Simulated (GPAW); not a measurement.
The system is MnO.

```
CELL_PARAMETERS angstrom
0.00000 2.22391 2.22391
2.22391 0.00000 2.22391
2.22391 2.22391 0.00000
ATOMIC_POSITIONS crystal
Mn 0.00000 0.00000 0.00000
O 0.50000 0.50000 0.50000
```

The cell is a database's computed one.

Base run:

- Program: GPAW 26.7.0
- Functional: PBEsol
- Potentials or basis: PAW data sets generated in the run's folder for this functional
- Cutoff: 800 eV
- Basis: pw
- k mesh: 10 × 10 × 10
- Occupations: fermi-dirac, width 0.05 eV
- Spin: collinear spin, ferromagnetic start
- Starting moments: [4.0, 0.0] μB

Its results: pressure -5.9 GPa; net moment 4.72 μB per cell; site moments Mn +4.19; O +0.16 μB.

Task: The run is repeated on the same cell with these changes: hubbard terms from none to Mn d U = 2 eV. What comes out?

Result: Pressure 1.9 GPa; net moment 5.00 μB per cell; site moments Mn +4.45; O +0.16 μB.

Caveats: a cell with one magnetic atom can't hold antiferromagnetic order, which such compounds often take.
